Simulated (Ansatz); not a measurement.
The system is FeO.

```
Fe O
1.0
     1.51768    0.87623    2.51579
    -1.51768    0.87623    2.51579
     0.00000   -1.75247    2.51579
Fe O
1 1
Direct
  0.00000 0.00000 0.00000
  0.50000 0.50000 0.50000
```

Base run:

```yaml
Program: Ansatz 0.2.0
Functional: LDA
Potentials_or_basis: Ansatz PAW
Cutoff: "420 eV (not typed: the program's choice for these potentials)"
k_mesh: 11 × 11 × 11
Occupations: fermi-dirac, width 0.05 eV
Spin: collinear spin, ferromagnetic start
Starting_moments: "[3.0, 0.0] μB"
Hubbard_terms: Fe d U = 3 eV
```

Its results: band gap on the k mesh 0.50 eV, indirect (least direct gap 1.77 eV); pressure -7.1 GPa; net moment 4.00 μB per cell; site moments Fe +3.45; O +0.25 μB.

Problem. The run is repeated on the same cell with these changes: hubbard terms from Fe d U = 3 eV to Fe d U = 6 eV. What comes out?

Solution. Band gap on the k mesh 1.23 eV, indirect (least direct gap 3.07 eV); pressure -1.1 GPa; net moment 4.00 μB per cell; site moments Fe +3.49; O +0.18 μB.

Caveats: the magnetic or orbital state may not be the lowest; odd divisions of the mesh miss points on the zone boundary, where band edges often lie, so the gap on the mesh can be too wide; a cell with one magnetic atom can't hold antiferromagnetic order, which such compounds often take; the PAW data sets come from PBE, with cores solved anew for the run's functional, which leaves a small shift of forces and pressure; the density of states is complete only up to the lowest level of the last band computed.

A k mesh can miss the band edges.
